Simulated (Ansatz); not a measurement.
BN built on the h-MgO prototype (no longer in that coordination) (r2SCAN geometry), in Ansatz:

```cif
data_structure
_symmetry_space_group_name_H-M 'P 1'
_symmetry_Int_Tables_number 1
_cell_length_a 2.5008
_cell_length_b 2.5008
_cell_length_c 6.8931
_cell_angle_alpha 90.000
_cell_angle_beta 90.000
_cell_angle_gamma 120.000
_cell_volume 37.34
loop_
_atom_site_label
_atom_site_type_symbol
_atom_site_fract_x
_atom_site_fract_y
_atom_site_fract_z
_atom_site_occupancy
B1 B 0.33333 0.66667 0.25000 1
B2 B 0.66667 0.33333 0.75000 1
N1 N 0.66667 0.33333 0.25000 1
N2 N 0.33333 0.66667 0.75000 1
```

G0W0@PBE with 140 empty bands, a screening cutoff of 140 eV and a 6×6×2 mesh (PAW, contour deformation) gives 5.933 eV over the mesh points, from a PBE gap of 4.345 eV; it sums over 148 bands with 139 plane waves in the screening and a wave cutoff of 420 eV. G0W0 here is at a finite number of bands, screening cutoff and k mesh, not at the basis limit. Spin-unpolarised throughout. Whether this structure exists isn't addressed.

Question: Another run gave a Kohn-Sham gap of 4.345 eV and a G0W0 gap of 6.045 eV, summing over 265 bands with 239 plane waves in the screening and a wave cutoff of 420 eV. What was changed?

Answer: Empty bands 257, screening cutoff 210 eV. The counts of bands and plane waves show that both rose or fell; the cutoff follows only within a few eV.

Question: Estimate the gap with frequency model Godby-Needs pole.

Answer: 5.916 eV (-0.017 eV), from a Kohn-Sham gap of 4.345 eV.
